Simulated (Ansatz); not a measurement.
# W: a trial structure relaxed

Where does W go from the start given, random cell without symmetry?

Program: Ansatz 0.2.0. Level of theory: DFT PBE, scalar-relativistic, plane waves, PAW. These are calculated values, not measurements.

### Step 1. The starting structure

Symmetry: P-1, No. 2, triclinic system. Conventional cell: a = 2.946 Å, b = 3.917 Å, c = 4.172 Å, α = 64.80°, β = 76.96°, γ = 71.33°. W (site symmetry 1) has 1 W at 1.69 Å as nearest neighbours.

Structure file:

```cif
data_structure
_symmetry_space_group_name_H-M 'P 1'
_symmetry_Int_Tables_number 1
_cell_length_a 2.9465
_cell_length_b 4.0787
_cell_length_c 4.5318
_cell_angle_alpha 60.257
_cell_angle_beta 116.257
_cell_angle_gamma 114.522
_cell_volume 41.05
loop_
_atom_site_label
_atom_site_type_symbol
_atom_site_fract_x
_atom_site_fract_y
_atom_site_fract_z
_atom_site_occupancy
W1 W 0.36640 0.48142 0.29176 1
W2 W 0.19792 0.83368 0.88763 1
```

### Step 2. Rough relaxation on the coarse mesh

The input, input.yaml:

```yaml
crystal:
  lattice:
    - [2.9464638174, 0.0, 0.0]
    - [-1.6928575254, 3.7108383831, 0.0]
    - [-2.0048925048, 1.5565517962, 3.7543327173]
  atoms:
    - { symbol: W, position: [0.3664024138, 0.4814212753, 0.2917642487] }
    - { symbol: W, position: [0.1979167558, 0.8336773223, 0.8876286085] }
basis:
  ecutwfc: 420
kpoints:
  mp_grid: { grid: [6, 6, 4] }
hamiltonian:
  xc: pbe
scf:
  occupations: { method: gaussian, width: 0.1 }
  lower_state_search: "off"
output:
  forces: true
  stress: true
  eigenvalues: true
relax:
  adjacent_minimum: "off"
  f_tol: 0.04
  max_steps: 70
  cell: { stress_tol: 0.4 }
```

The session goes on with these runs: relaxing cell and atoms.

Q: Predict the outcome of this session.

**Answer**, as computed:

```
           quantity                                                                      value
cell (conventional)  a = 2.694 Å, b = 5.396 Å, c = 9.067 Å, α = 90.00°, β = 90.00°, γ = 90.00°
        space group                                                              Fddd (No. 70)
             volume                                                              16.48 Å³/atom
    gap on the mesh                                                               none (metal)
```

What this shows: The structure ended in another space group than at the start: P-1 to Fddd. The runs treat W without spin-orbit coupling.
